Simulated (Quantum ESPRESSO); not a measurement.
# How biaxial strain moves the moments of MnSi

Aim: follow moments and order energies of MnSi with biaxial strain.

Method: PBE; plane waves with GBRV 1.5 PBE potentials, no spin-orbit coupling, in Quantum ESPRESSO 7.5.

**1. The starting structure**

The structure is cubic, space group P2_13 (No. 198). Conventional cell: a = 4.558 Å, b = 4.558 Å, c = 4.558 Å, α = 90.00°, β = 90.00°, γ = 90.00°. Mn has 7 Si at 2.31 to 2.55 Å nearest. Si has 7 Mn at 2.31 to 2.55 Å nearest. Farther neighbours are not listed.

Structure file:

```cif
data_structure
_symmetry_space_group_name_H-M 'P 1'
_symmetry_Int_Tables_number 1
_cell_length_a 4.5580
_cell_length_b 4.5580
_cell_length_c 4.5580
_cell_angle_alpha 90.000
_cell_angle_beta 90.000
_cell_angle_gamma 90.000
_cell_volume 94.69
loop_
_atom_site_label
_atom_site_type_symbol
_atom_site_fract_x
_atom_site_fract_y
_atom_site_fract_z
_atom_site_occupancy
Mn1 Mn 0.13700 0.13700 0.13700 1
Mn2 Mn 0.63700 0.36300 0.86300 1
Mn3 Mn 0.86300 0.63700 0.36300 1
Mn4 Mn 0.36300 0.86300 0.63700 1
Si5 Si 0.84500 0.84500 0.84500 1
Si6 Si 0.34500 0.65500 0.15500 1
Si7 Si 0.15500 0.34500 0.65500 1
Si8 Si 0.65500 0.15500 0.34500 1
```

The lattice constants were typed from memory of published values and not checked against a source.

**2. Biaxial 0.94, ferro ++++**

Lengths in the Cartesian xy plane scale by the factor; z is kept. Atoms keep their fractional places. Seeded atoms are those given a starting moment.

Input file pw.in:

```
&CONTROL
  calculation = 'scf'
  prefix = 'pwscf'
  outdir = './tmp'
  pseudo_dir = './pseudo'
  disk_io = 'nowf'
  tprnfor = .true.
  tstress = .true.
/
&SYSTEM
  ibrav = 0
  celldm(1) = 8
  nat = 8
  ntyp = 2
  ecutwfc = 40
  ecutrho = 280
  nbnd = 57
  occupations = 'smearing'
  smearing = 'fd'
  degauss = 0.00367493
  nspin = 2
  starting_magnetization(1) = 0.2333
  starting_magnetization(2) = 0
/
&ELECTRONS
  conv_thr = 1.6d-08
  electron_maxstep = 150
  mixing_beta = 0.3
/
ATOMIC_SPECIES
Mn     54.9380 mn_pbe_v1.5.uspp.F.UPF
Si     28.0850 si_pbe_v1.uspp.F.UPF
CELL_PARAMETERS alat
   1.0120711719352    0.0000000000000    0.0000000000000
   0.0000000000000    1.0120711719352    0.0000000000000
   0.0000000000000    0.0000000000000    1.0766714595055
ATOMIC_POSITIONS crystal
Mn      0.1370000000    0.1370000000    0.1370000000
Mn      0.6370000000    0.3630000000    0.8630000000
Mn      0.8630000000    0.6370000000    0.3630000000
Mn      0.3630000000    0.8630000000    0.6370000000
Si      0.8450000000    0.8450000000    0.8450000000
Si      0.3450000000    0.6550000000    0.1550000000
Si      0.1550000000    0.3450000000    0.6550000000
Si      0.6550000000    0.1550000000    0.3450000000
K_POINTS automatic
8 8 8 0 0 0
```

Launch:

```console
OMP_NUM_THREADS=1 mpirun -n 4 pw.x -nk 4 -in pw.in > pw.out
```

What it wrote:

```text
Program PWSCF v.7.5 starts

     Message from routine setup:
     using ibrav=0 with symmetry is DISCOURAGED, use correct ibrav instead

     K-points division:     npool     =       4
     Subspace diagonalization in iterative solution of the eigenvalue problem:

     bravais-lattice index     =            0
     lattice parameter (alat)  =       8.0000  a.u.
     unit-cell volume          =     564.6447 (a.u.)^3
     number of atoms/cell      =            8
     number of atomic types    =            2
     number of electrons       =        76.00
     number of Kohn-Sham states=           57
     kinetic-energy cutoff     =      40.0000  Ry
     charge density cutoff     =     280.0000  Ry
     scf convergence threshold =      1.6E-08
     mixing beta               =       0.3000
     number of iterations used =            8  plain     mixing
     Exchange-correlation= SLA  PW   PBE  PBE
                           (   1   4   3   4   0   0   0)

     celldm(1)=   8.000000  celldm(2)=   0.000000  celldm(3)=   0.000000
     celldm(4)=   0.000000  celldm(5)=   0.000000  celldm(6)=   0.000000

     crystal axes: (cart. coord. in units of alat)
               a(1) = (   1.012071   0.000000   0.000000 )
               a(2) = (   0.000000   1.012071   0.000000 )
               a(3) = (   0.000000   0.000000   1.076671 )

     reciprocal axes: (cart. coord. in units 2 pi/alat)
               b(1) = (  0.988073  0.000000  0.000000 )
               b(2) = (  0.000000  0.988073  0.000000 )
               b(3) = (  0.000000  0.000000  0.928788 )

     PseudoPot. # 1 for Mn read from file:
     mn_pbe_v1.5.uspp.F.UPF
     Pseudo is Ultrasoft + core correction, Zval = 15.0

     PseudoPot. # 2 for Si read from file:
     si_pbe_v1.uspp.F.UPF
     Pseudo is Ultrasoft + core correction, Zval =  4.0

     atomic species   valence    mass     pseudopotential
     Mn               15.00    54.93800     Mn( 1.00)
     Si                4.00    28.08500     Si( 1.00)

     Starting magnetic structure
     atomic species   magnetization
     Mn              0.233
     Si              0.000

      4 Sym. Ops. (no inversion) found ( 3 have fractional translation)

   Cartesian axes

     site n.     atom                  positions (alat units)
         1        Mn     tau(   1) = (   0.1386538   0.1386538   0.1475040  )
         2        Mn     tau(   2) = (   0.6446893   0.3673818   0.9291675  )
         3        Mn     tau(   3) = (   0.8734174   0.6446893   0.3908317  )
         4        Mn     tau(   4) = (   0.3673818   0.8734174   0.6858397  )
         5        Si     tau(   5) = (   0.8552001   0.8552001   0.9097874  )
         6        Si     tau(   6) = (   0.3491646   0.6629066   0.1668841  )
         7        Si     tau(   7) = (   0.1568710   0.3491646   0.7052198  )
         8        Si     tau(   8) = (   0.6629066   0.1568710   0.3714517  )

     number of k points=   125  Fermi-Dirac smearing, width (Ry)=  0.0037

     Number of k-points >= 100: set verbosity='high' to print them.

     Dense  grid:    44693 G-vectors     FFT dimensions: (  48,  48,  48)

     Smooth grid:    19335 G-vectors     FFT dimensions: (  36,  36,  36)

     Check: negative core charge=   -0.000041
     Generating pointlists ...
     new r_m :   0.2157 (alat units)  1.7258 (a.u.) for type    1
     new r_m :   0.2157 (alat units)  1.7258 (a.u.) for type    2

     Initial potential from superposition of free atoms

     starting charge      73.9970, renormalised to      76.0000
     Starting wfcs are   68 randomized atomic wfcs

     Self-consistent Calculation

     iteration #  1     ecut=    40.00 Ry     beta= 0.30
     Davidson diagonalization with overlap
     ethr =  1.00E-02,  avg # of iterations =  4.8

     total energy              =    -881.46359502 Ry
     estimated scf accuracy    <       7.01563665 Ry

     total magnetization       =     5.39 Bohr mag/cell
     absolute magnetization    =     6.61 Bohr mag/cell

     iteration #  2     ecut=    40.00 Ry     beta= 0.30
     Davidson diagonalization with overlap
     ethr =  9.23E-03,  avg # of iterations =  2.1

     total energy              =    -882.99541640 Ry
     estimated scf accuracy    <       2.45118787 Ry

     total magnetization       =     7.41 Bohr mag/cell
     absolute magnetization    =     8.56 Bohr mag/cell

     [... further iterations left out ...]

     iteration # 20     ecut=    40.00 Ry     beta= 0.30
     Davidson diagonalization with overlap
     ethr =  2.29E-10,  avg # of iterations =  2.0

     total energy              =    -883.42834571 Ry
     estimated scf accuracy    <       0.00000002 Ry

     total magnetization       =     3.09 Bohr mag/cell
     absolute magnetization    =     3.49 Bohr mag/cell

     iteration # 21     ecut=    40.00 Ry     beta= 0.30
     Davidson diagonalization with overlap
     ethr =  3.22E-11,  avg # of iterations =  2.6

     Magnetic moment per site  (integrated on atomic sphere of radius R)
     atom   1 (R=0.216)  charge= 12.8825  magn=  0.7630
     atom   2 (R=0.216)  charge= 12.8825  magn=  0.7630
     atom   3 (R=0.216)  charge= 12.8825  magn=  0.7630
     atom   4 (R=0.216)  charge= 12.8825  magn=  0.7630
     atom   5 (R=0.216)  charge=  1.6694  magn= -0.0238
     atom   6 (R=0.216)  charge=  1.6694  magn= -0.0238
     atom   7 (R=0.216)  charge=  1.6694  magn= -0.0238
     atom   8 (R=0.216)  charge=  1.6694  magn= -0.0238

     End of self-consistent calculation

     Number of k-points >= 100: set verbosity='high' to print the bands.

     the Fermi energy is    17.7998 ev

!    total energy              =    -883.42834574 Ry
     estimated scf accuracy    <          8.2E-09 Ry
     smearing contrib. (-TS)   =      -0.00346756 Ry
     internal energy E=F+TS    =    -883.42487818 Ry

     The total energy is F=E-TS. E is the sum of the following terms:
     one-electron contribution =    -426.78834874 Ry
     hartree contribution      =     260.95519759 Ry
     xc contribution           =    -124.92007925 Ry
     ewald contribution        =    -592.67164778 Ry

     total magnetization       =     3.09 Bohr mag/cell
     absolute magnetization    =     3.50 Bohr mag/cell

     convergence has been achieved in  21 iterations

     Forces acting on atoms (cartesian axes, Ry/au):

     atom    1 type  1   force =     0.00622042    0.01647932   -0.00263593
     atom    2 type  1   force =     0.00622042   -0.01647932    0.00263593
     atom    3 type  1   force =    -0.00622042    0.01647932    0.00263593
     atom    4 type  1   force =    -0.00622042   -0.01647932   -0.00263593
     atom    5 type  2   force =     0.01136400    0.00208708    0.00158132
     atom    6 type  2   force =     0.01136400   -0.00208708   -0.00158132
     atom    7 type  2   force =    -0.01136400    0.00208708   -0.00158132
     atom    8 type  2   force =    -0.01136400   -0.00208708    0.00158132

     Total force =     0.042577     Total SCF correction =     0.000079

     Computing stress (Cartesian axis) and pressure

          total   stress  (Ry/bohr**3)                   (kbar)     P=      256.84
   0.00222868   0.00000000   0.00000000          327.85        0.00        0.00
   0.00000000   0.00227859   0.00000000            0.00      335.19        0.00
   0.00000000   0.00000000   0.00073055            0.00        0.00      107.47

=------------------------------------------------------------------------------=
   JOB DONE.
=------------------------------------------------------------------------------=
```

Wall time 5.3 min (4 MPI ranks of Intel Xeon at 2.70GHz, shared host); peak memory 1 GiB.

Spin moment in the atom's sphere by atom:

```
atom  spin moment in the atom's sphere (μB)
 Mn1                                  0.763
 Mn2                                  0.763
 Mn3                                  0.763
 Mn4                                  0.763
 Si5                                 -0.024
 Si6                                 -0.024
 Si7                                 -0.024
 Si8                                 -0.024
```

This step gave:

```yaml
smearing_term_ts: 0.04718 eV
pressure: 25.68 GPa
magnetization: 3.089 μB
absolute_magnetization: 3.496 μB
final_state: ferromagnetic
```

**3. Biaxial 0.94, no spin polarisation**

pw.in: that of step 2 with these lines changed.

```diff
@@ -16,3 +16,3 @@
   ecutrho = 280
-  nbnd = 57
+  nbnd = 50
   occupations = 'smearing'
@@ -20,5 +20,2 @@
   degauss = 0.00367493
-  nspin = 2
-  starting_magnetization(1) = 0.2333
-  starting_magnetization(2) = 0
 /
```

What it wrote:

```text
     [... lines left out ...]
Program PWSCF v.7.5 starts
     [... lines left out ...]
     number of atoms/cell      =            8
     [... lines left out ...]
     number of electrons       =        76.00
     number of Kohn-Sham states=           50
     kinetic-energy cutoff     =      40.0000  Ry
     charge density cutoff     =     280.0000  Ry
     scf convergence threshold =      1.6E-08
     [... lines left out ...]
      4 Sym. Ops. (no inversion) found ( 3 have fractional translation)
     [... lines left out ...]
     number of k points=   125  Fermi-Dirac smearing, width (Ry)=  0.0037
     [... lines left out ...]
     iteration # 12     ecut=    40.00 Ry     beta= 0.30
     [... lines left out ...]
     the Fermi energy is    17.7413 ev
!    total energy              =    -883.42485483 Ry
     estimated scf accuracy    <       0.00000001 Ry
     smearing contrib. (-TS)   =      -0.00479938 Ry
     [... lines left out ...]
     convergence has been achieved in  12 iterations
     [... lines left out ...]
     Total force =     0.049482     Total SCF correction =     0.000074
     [... lines left out ...]
          total   stress  (Ry/bohr**3)                   (kbar)     P=      235.59
     [... lines left out ...]
```

Elapsed: 96 s, on 4 MPI ranks; peak memory 0.66 GiB; 6.3 min of CPU time.

Numbers from this step:

```yaml
smearing_term_ts: 0.06530 eV
pressure: 23.56 GPa
final_state: non-magnetic (no spin polarisation)
```

**4. Biaxial 1.06, ferro ++++**

pw.in: that of step 3 with these lines changed.

```diff
@@ -16,3 +16,3 @@
   ecutrho = 280
-  nbnd = 50
+  nbnd = 57
   occupations = 'smearing'
@@ -20,2 +20,5 @@
   degauss = 0.00367493
+  nspin = 2
+  starting_magnetization(1) = 0.2333
+  starting_magnetization(2) = 0
 /
@@ -30,4 +33,4 @@
 CELL_PARAMETERS alat
-   1.0120711719352    0.0000000000000    0.0000000000000
-   0.0000000000000    1.0120711719352    0.0000000000000
+   1.1412717470759    0.0000000000000    0.0000000000000
+   0.0000000000000    1.1412717470759    0.0000000000000
    0.0000000000000    0.0000000000000    1.0766714595055
```

What it wrote:

```text
     [... lines left out ...]
Program PWSCF v.7.5 starts
     [... lines left out ...]
     number of atoms/cell      =            8
     [... lines left out ...]
     number of electrons       =        76.00
     number of Kohn-Sham states=           57
     kinetic-energy cutoff     =      40.0000  Ry
     charge density cutoff     =     280.0000  Ry
     scf convergence threshold =      1.6E-08
     [... lines left out ...]
      4 Sym. Ops. (no inversion) found ( 3 have fractional translation)
     [... lines left out ...]
     number of k points=   125  Fermi-Dirac smearing, width (Ry)=  0.0037
     [... lines left out ...]
     iteration # 14     ecut=    40.00 Ry     beta= 0.30
     [... lines left out ...]
     Magnetic moment per site  (integrated on atomic sphere of radius R)
     atom   1 (R=0.234)  charge= 13.1062  magn=  2.0497
     atom   2 (R=0.234)  charge= 13.1062  magn=  2.0497
     atom   3 (R=0.234)  charge= 13.1062  magn=  2.0497
     atom   4 (R=0.234)  charge= 13.1062  magn=  2.0497
     atom   5 (R=0.234)  charge=  1.8637  magn= -0.1123
     atom   6 (R=0.234)  charge=  1.8637  magn= -0.1123
     atom   7 (R=0.234)  charge=  1.8637  magn= -0.1123
     atom   8 (R=0.234)  charge=  1.8637  magn= -0.1123
     [... lines left out ...]
     the Fermi energy is    13.5716 ev
!    total energy              =    -883.41322552 Ry
     estimated scf accuracy    <          5.3E-09 Ry
     smearing contrib. (-TS)   =      -0.00259246 Ry
     [... lines left out ...]
     total magnetization       =     7.77 Bohr mag/cell
     absolute magnetization    =     9.40 Bohr mag/cell
     convergence has been achieved in  14 iterations
     [... lines left out ...]
     Total force =     0.019685     Total SCF correction =     0.000126
     [... lines left out ...]
          total   stress  (Ry/bohr**3)                   (kbar)     P=     -151.99
     [... lines left out ...]
```

Run time: 4.8 min. Hardware: 4 MPI ranks; peak memory 1.2 GiB.

Numbers from this step:

```
smearing term TS       : 0.03527 eV
pressure               : -15.20 GPa
magnetization          : 7.768 μB
absolute magnetization : 9.403 μB
final state            : ferromagnetic
largest moment         : 2.050 μB
```

**5. The series**

The runs not shown differ from these in the moved quantity alone.

States, by row:

```
biaxial     ferro ++++  no spin polarisation
   0.94  ferromagnetic          non-magnetic
  0.955  ferromagnetic          non-magnetic
   0.97  ferromagnetic          non-magnetic
  0.985  ferromagnetic          non-magnetic
      1  ferromagnetic          non-magnetic
  1.015  ferromagnetic          non-magnetic
   1.03              -          non-magnetic
  1.045  ferromagnetic          non-magnetic
   1.06  ferromagnetic          non-magnetic
```

The largest site moment, ferro ++++ by biaxial:

```
biaxial (factor)  largest site moment, ferro ++++ (μB)
          0.9400                                 0.763
          0.9550                                 0.856
          0.9700                                 0.932
          0.9850                                 0.987
          1.0000                                  1.02
          1.0150                                  1.05
          1.0300                                     -
          1.0450                                  1.93
          1.0600                                  2.05
```

Energy less that of the parallel start, no spin polarisation against biaxial:

```
biaxial (factor)  energy less that of the parallel start, no spin polarisation (meV a seeded atom)
          0.9400                                                                              11.9
          0.9550                                                                              25.2
          0.9700                                                                              38.9
          0.9850                                                                              52.3
          1.0000                                                                              64.7
          1.0150                                                                              75.7
          1.0300                                                                                 -
          1.0450                                                                               117
          1.0600                                                                               156
```

Energy over the lowest against biaxial; values in meV an atom:

```
biaxial (factor)  ferro ++++  no spin polarisation
          0.9400         105                   111
          0.9550        48.4                  61.0
          0.9700        14.2                  33.6
          0.9850           0                  26.2
          1.0000        3.82                  36.2
          1.0150        23.5                  61.3
          1.0300           -                  99.7
          1.0450        90.7                   149
          1.0600         131                   209
```

**6. Outcome**

| Quantity | Value |
| --- | --- |
| moment, parallel start | 0.763 to 2.05 μB |
| states met from these starts | ferromagnetic |

In words: The moment of the parallel start goes from 0.763 μB at 0.94 to 2.05 μB at 1.06. One step is far larger than the others, the mark of a change of state, as between low and high spin. The net moment of the cell goes from 3.09 to 7.77 μB. The radius of the spheres follows the nearest distance, so part of the change of the site moments is the spheres'. Only a parallel start was run beside the spinless one, so opposed or spiral orders, which may lie lower, are not probed. Dashes mark runs that did not finish or were not started for lack of time.

[Logs and program files are shortened in this print: banners, set-up blocks, solver, clock and traceback lines can be left out without a mark of their own.]

[Logs are printed without paths, hosts, clocks, repeated set-up lines and the standing remarks that a program may print on its own settings, such as how far it seeks lower states.]

[Hosts, paths, dates, database ids (printed as entryN), source tags and the programs' standing remarks are cut or masked in the printed files.]

[Where a cell is said to come from a database of computed structures, the database is the Materials Project.]
